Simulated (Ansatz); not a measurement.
Zinc-blende ZnTe was calculated with PBE in Ansatz (PAW).

Run with plane-wave cutoff 520 eV, 10×10×10 k mesh, scalar-relativistic PAW data made under PBE.

Computed at the level's own relaxed cell.

```yaml
crystal:
  lattice:
    - [0.00000, 3.08945, 3.08945]
    - [3.08945, 0.00000, 3.08945]
    - [3.08945, 3.08945, 0.00000]
  atoms:
    - { symbol: Zn, position: [0.00000, 0.00000, 0.00000] }
    - { symbol: Te, position: [0.75000, 0.75000, 0.75000] }
```

**Question.** Give the elastic tensor (Voigt notation, GPa, ions relaxed, in the Cartesian axes of the cell as printed).

**Answer.** 
```
   63.1    33.4    33.4     0.0     0.0     0.0
   33.4    63.1    33.4     0.0     0.0     0.0
   33.4    33.4    63.1     0.0     0.0     0.0
    0.0     0.0     0.0    29.8     0.0     0.0
    0.0     0.0     0.0     0.0    29.8     0.0
    0.0     0.0     0.0     0.0     0.0    29.8
```

Measured, for comparison: elastic constant C11 71.1 GPa, elastic constant C12 40.7 GPa, elastic constant C44 31.3 GPa (temperature not stated, not corrected to a static lattice; as tabulated in Oses et al. (2018), arXiv:1811.08464). Computed (rounded) less measured: elastic constant C11 -11 %, elastic constant C12 -18 %, elastic constant C44 -5 %.

Static lattice: no zero-point or thermal effects.

Ansatz is a first-principles code.
